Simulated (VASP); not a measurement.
**Sb: single point with PBEsol**

Sb:

```
Sb
1.0
    -1.62384    1.62384    2.71194
     1.62384   -1.62384    2.71194
     1.62384    1.62384   -2.71194
Sb
1
Direct
  0.00000 0.00000 0.00000
```

The cell isn't the ideal one: strain +0.030 along x and y, +0.000 along z, atoms carried along.

```json
{"Program": "VASP 6.6.1", "Task": "single point", "Functional": "PBEsol", "Potentials or basis": "VASP PAW PBE potentials, release 64 (Sb)", "Cutoff": "520 eV", "k mesh": "22 × 22 × 22", "Occupations": "gaussian, width 0.15 eV", "Spin": "no spin polarisation"}
```

| Quantity | Value |
| --- | --- |
| Pressure | -4.6 GPa |
| Band gap on the k mesh | none (metal or under the smearing width) |

Stress tensor (GPa, compression positive):
```
-4.88  0.00  0.00
 0.00 -4.88  0.00
 0.00  0.00 -3.88
```

Levels at points of the mesh, in eV from the Fermi level:
```csv
k point,band 1,band 2,band 3,band 4,band 5,band 6,band 7,band 8
"(0.00, 0.00, 0.00)",-12.49,4.47,4.99,4.99,9.28,10.41,10.41,10.54
"(0.50, 0.00, 0.00)",-9.01,-5.43,1.92,4.71,6.31,9.64,10.22,10.32
"(0.50, 0.50, 0.00)",-6.90,-4.19,-0.78,0.52,3.55,4.42,15.85,16.01
"(0.50, 0.50, 0.50)",-8.91,-5.22,1.75,1.75,5.62,5.68,17.79,17.96
```

It took 100 s on 1 thread of AMD EPYC 9R45 (Zen 5), on a shared host, peak memory 0.28 GiB.

Caveat: the PAW data sets were made with another functional, which shifts forces and pressure a little. Spin-orbit coupling is left out, which matters for the levels of Sb.
